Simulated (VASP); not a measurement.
## KI under changes of volume

One of the cells (40.300 Å³/atom); the others are scaled copies at fixed shape and fractional positions:

```
I K
1.0
     4.31962    0.00000    0.00000
     0.00000    4.31962    0.00000
     0.00000    0.00000    4.31962
I K
1 1
Direct
  0.50000 0.50000 0.50000
  0.00000 0.00000 0.00000
```

Measurements of this composition are mostly on another form, of space group No. 225.

- Program: VASP 6.6.1
- Functional: PBE
- Potentials or basis: VASP PAW PBE potentials, release 64 (I, K_sv)
- Cutoff: 520 eV
- k mesh: 6 × 6 × 6
- Occupations: fermi-dirac, width 0.05 eV
- Spin: no spin polarisation

```csv
volume (Å³/atom),energy over the lowest point (meV/atom),pressure (GPa),gap on the mesh (eV)
37.139,17.50,1.6,3.50
37.929,10.69,1.2,3.44
38.720,5.72,0.8,3.38
40.300,0.54,0.2,3.28
41.090,0.00,0.0,3.23
41.880,?,?,?
```

Question: What does the run at 41.880 Å³/atom give?

Answer: Energy over the lowest point 0.63 meV/atom; pressure -0.2 GPa; gap on the mesh 3.19 eV.

Worked out: A Birch-Murnaghan fit of order 3 (a polynomial in V^(-2/3)) to the other rows has its minimum at 41.04 Å³/atom with B0 = V·E''(V) = 12.4 GPa and B' = 4.8. It gives 0.63 meV/atom at 41.880 Å³/atom, against the run's 0.63, and -dE/dV = -0.2 GPa, against -0.2. A straight line through the other rows of the gap, of slope -2.58 eV per unit of ln V, extrapolates to 3.18 eV, against the run's 3.19.

Energies are extrapolated to zero smearing.

Caveats: spin-orbit coupling is left out, which moves the levels of the heavy elements.

A mesh can miss the band edges.
